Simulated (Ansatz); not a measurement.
Task: a calculation of the elastic constants of TaC, space group Fm-3m, with the Ansatz DFT code, driven from Python. Give the script and its output. Settings (first run): PBE, PAW, the default cutoff (420 eV here), 17×17×17 k-points, cold smearing of 0.05 eV.

```
Ta C
1.0
     0.00000    2.22300    2.22300
     2.22300    0.00000    2.22300
     2.22300    2.22300    0.00000
Ta C
1 1
Direct
  0.00000 0.00000 0.00000
  0.50000 0.50000 0.50000
```

`tac_elastic.py`:
```python
# -*- coding: utf-8 -*-
from dataclasses import replace
import warnings

import ansatz as az
from ase import Atoms
import numpy as np

XC = 'pbe'
FILLING = 'cold'
KGRID = (17, 17, 17)

warnings.simplefilter('ignore', az.DeckWarning)

atoms = Atoms(
    ['Ta', 'C'],
    scaled_positions=[
        (0.0, 0.0, 0.0),
        (0.5, 0.5, 0.5),
    ],
    cell=[
        (0.0, 2.223, 2.223),
        (2.223, 0.0, 2.223),
        (2.223, 2.223, 0.0),
    ],
    pbc=True,
)
tac = az.Crystal.from_ase(atoms)

job = tac.calculation().functional(XC).occupations(FILLING, width=50 * az.meV).kpoints(*KGRID)
rest = job.relax(cell=True).run().lattice
relaxed = az.Crystal(lattice=az.Lattice.of(rest.cell_ang))
for site in rest.sites:
    relaxed = relaxed.atom(site.symbol, site.position_frac)
job = replace(job, crystal=relaxed)
print('relaxed volume {:.3f} A^3'.format(abs(np.linalg.det(rest.cell_ang))))
out = job.elastic(az.ElasticMode.CLAMPED_ION).run()
elastic = out.elastic

print(np.array2string(np.round(elastic.c_gpa, 1) + 0.0, suppress_small=True))
print('Voigt stress of the unstrained cell (GPa, tension positive):', np.round(elastic.sigma0_gpa, 3) + 0.0)
print('smallest eigenvalue of C:', round(elastic.stability.min_eigenvalue_gpa, 1), 'GPa; tensor positive definite:', elastic.stability.min_eigenvalue_gpa > 0)
if elastic.stability.min_eigenvalue_gpa > 0:
    m = elastic.moduli
    anisotropy = 5 * m.g_voigt_gpa / m.g_reuss_gpa + m.k_voigt_gpa / m.k_reuss_gpa - 6
    print(f'Voigt K {m.k_voigt_gpa:.1f} G {m.g_voigt_gpa:.1f}; Reuss K {m.k_reuss_gpa:.1f} G {m.g_reuss_gpa:.1f}; universal anisotropy index {anisotropy:.3f}')
    S = np.linalg.inv(elastic.c_gpa)
    print('Young modulus along x, y, z (GPa):', np.round(1 / np.diag(S)[:3], 1))
    print('linear compressibility along x, y, z (1/TPa):', np.round(1000 * S[:3, :3].sum(axis=1), 2))
```

```console
$ python tac_elastic.py
relaxed volume 22.411 A^3
[[593.  190.1 190.1   0.    0.    0. ]
 [190.1 593.  190.1   0.    0.    0. ]
 [190.1 190.1 593.    0.    0.    0. ]
 [  0.    0.    0.  153.9   0.    0. ]
 [  0.    0.    0.    0.  153.9   0. ]
 [  0.    0.    0.    0.    0.  153.9]]
Voigt stress of the unstrained cell (GPa, tension positive): [-0.046 -0.046 -0.046  0.     0.     0.   ]
smallest eigenvalue of C: 153.9 GPa; tensor positive definite: True
Voigt K 324.4 G 172.9; Reuss K 324.4 G 170.0; universal anisotropy index 0.087
Young modulus along x, y, z (GPa): [500.7 500.7 500.7]
linear compressibility along x, y, z (1/TPa): [1.03 1.03 1.03]
```

Reading the output:
- A positive definite tensor excludes instabilities under uniform strain alone; phonons elsewhere in the zone can still be imaginary.
- Of the deposited cell: the entry's cell lengths or inner coordinates differ somewhat from later room-temperature determinations.
- Spin-orbit coupling, which matters for elements this heavy, is left out.
- The structure is a deposited one; some such entries were measured under pressure or heat, so a shift against it needn't be the functional's error alone.
- Shear constants of a metal converge slowly with the k-point mesh and can be wrong in sign on a coarse one; the constants belong to the cell that was strained.
- Finished in 81 s on 1 thread of Arm Neoverse V1, on a shared host, peak memory 0.59 GiB.
